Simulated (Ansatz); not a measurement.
# Mg (fcc type): the cost of one run

Program: Ansatz 0.2.0. Level of theory: DFT PBE, with the methods named in each step. These are calculated values, not measurements.

**1. The system as given**

The structure is cubic, space group Fm-3m (No. 225). Conventional cell: a = 4.510 Å, b = 4.510 Å, c = 4.510 Å, α = 90.00°, β = 90.00°, γ = 90.00°. Mg (site symmetry m-3m) is surrounded by 12 Mg at 3.19 Å.

Coordinates:

```
CELL_PARAMETERS angstrom
0.00000 2.25508 2.25508
2.25508 0.00000 2.25508
2.25508 2.25508 0.00000
ATOMIC_POSITIONS crystal
Mg 0.00000 0.00000 0.00000
```

Whether this phase is the stable one at these pressures isn't tested.

**2. Cell relaxed at zero pressure, PAW**

The input, input.yaml:

```yaml
crystal:
  lattice:
    - [0.0, 2.2550831578, 2.2550831578]
    - [2.2550831578, 0.0, 2.2550831578]
    - [2.2550831578, 2.2550831578, 0.0]
  atoms:
    - { symbol: Mg, position: [0.0, 0.0, 0.0] }
kpoints:
  mp_grid: { grid: [16, 16, 16] }
scf:
  occupations: { method: fermi_dirac, width: 0.08 }
hamiltonian:
  xc: pbe
  pseudopotentials: { kind: paw }
output:
  forces: true
  stress: true
relax:
  f_tol: 0.005
  max_steps: 40
  cell: {}
```

On the command line:

```sh
$ ansatz run input.yaml --threads 1 --pin off --max-ram 2048MiB --backend cpu --events-out ev --progress --plain --runs-dir out
```

Q: Estimate wall time and peak memory on 1 thread of Arm Neoverse V1, shared host.

About 6.6 s, with a peak of 0.29 GiB.
